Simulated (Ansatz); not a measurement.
**Moving the dispersion correction in Ti**

The cell as given:

```
CELL_PARAMETERS angstrom
2.95000 0.00000 0.00000
-1.47500 2.55477 0.00000
0.00000 0.00000 4.68000
ATOMIC_POSITIONS crystal
Ti 0.66667 0.33333 0.75000
Ti 0.33333 0.66667 0.25000
```

Kept alike: task relaxation of cell and atoms; functional PBE; k mesh 10 × 10 × 6; occupations fermi-dirac, width 0.05 eV; no spin polarisation. Program: Ansatz, Ansatz PAW, cutoff 420 eV. The mesh is that of the run's cell of 2 atoms. No spin-orbit coupling.

| dispersion correction | volume (Å³/atom) | first edge of the run's cell (Å) | third edge of the run's cell (Å) |
| --- | --- | --- | --- |
| D3(BJ) | 16.505 | 2.890 | 4.563 |
| D3(BJ)-ATM | 16.665 | 2.900 | 4.577 |
| D4 | 17.110 | 2.924 | 4.620 |
| none | 17.398 | 2.940 | 4.648 |

The relaxations keep at least the cell's symmetry (P6_3/mmc). For a metal such a mesh leaves the last digits unconverged. Relaxations stop with a little pressure left, so the last digits of a volume or edge aren't settled.

What does the dispersion correction change here?

The volume runs from 16.505 (D3(BJ)) to 17.398 Å³/atom (none). Against no correction: D3(BJ) -5.1 %; D3(BJ)-ATM -4.2 %; D4 -1.7 %. Dispersion terms mostly attract and so lower the volume; the schemes' coefficients and damping set how far. The first edge of the run's cell runs from 2.890 (D3(BJ)) to 2.940 Å (none). The third edge of the run's cell runs from 4.563 (D3(BJ)) to 4.648 Å (none).
